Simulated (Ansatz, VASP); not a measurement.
**One calculation of Hf, two programs**

Contents of INCAR:

```
PREC     = Accurate       # precision mode
ENCUT    = 600            # plane-wave cutoff, eV
EDIFF    = 1E-7           # SCF threshold, eV
ISMEAR   = 0              # smearing method
SIGMA    = 0.05           # smearing width, eV
LREAL    = F              # projectors in reciprocal space
LASPH    = T              # aspherical terms in the spheres
NELM     = 100            # most SCF steps
ALGO     = Fast           # electronic algorithm
ISIF     = 3              # what is computed and relaxed
LWAVE    = F              # write WAVECAR
LCHARG   = F              # write CHGCAR
GGA      = PE             # functional
IBRION   = 2              # ionic algorithm
NSW      = 80             # ionic steps
EDIFFG   = -0.03          # ionic threshold
```

The input KPOINTS:

```
Automatic mesh
0
Gamma
  8 8 4
```

Contents of POSCAR:

```
Hf
1.0
    3.1967000000      0.0000000000      0.0000000000
   -1.5983500000      2.7684234083      0.0000000000
    0.0000000000      0.0000000000      5.0578000000
Hf
2
Direct
    0.3333333333      0.6666666667      0.2500000000
    0.6666666667      0.3333333333      0.7500000000
```

Input for Ansatz:

```yaml
crystal:
  lattice:
    - [3.1967, 0.0, 0.0]
    - [-1.59835, 2.7684234083, 0.0]
    - [0.0, 0.0, 5.0578]
  atoms:
    - { symbol: Hf, position: [0.3333333333, 0.6666666667, 0.25] }
    - { symbol: Hf, position: [0.6666666667, 0.3333333333, 0.75] }
basis:
  ecutwfc: 420
  ecutrho_ratio: 4
kpoints:
  mp_grid: { grid: [8, 8, 4] }
hamiltonian:
  xc: pbe
scf:
  occupations: { method: gaussian, width: 0.05 }
output:
  forces: true
  stress: true
  eigenvalues: true
relax:
  f_tol: 0.03
  max_steps: 60
  cell: { stress_tol: 0.3 }
```

Alike in both runs: task relaxation of cell and atoms; functional PBE; k mesh 8 × 8 × 4; occupations gaussian, width 0.05 eV; no spin polarisation.

|  | VASP | Ansatz |
| --- | --- | --- |
| version | VASP 6.6.1 | Ansatz 0.2.0 |
| potentials or method | VASP PAW PBE potentials, release 64 (Hf_pv) | scalar-relativistic, plane waves, PAW |
| plane-wave cutoff (eV) | 600 | 420 |
| valence electrons in the cell | 20 | 52 |

Ansatz gave:

* gap on the k mesh at the Fermi level, each at its own relaxed structure (eV): none
* relaxed volume (Å³/atom): 22.49
* relaxed cell length with the largest relative difference (Å): 5.075

Q: What did VASP give for the same quantities?

A: gap on the k mesh at the Fermi level, each at its own relaxed structure (eV): none; relaxed volume (Å³/atom): 22.42; relaxed cell length with the largest relative difference (Å): 5.065.

A gap of «none» marks a metal or a gap that the smearing closes. The two sets of potentials don't hold the same shells in valence.

Spin-orbit coupling is left out, which matters for the levels of Hf.
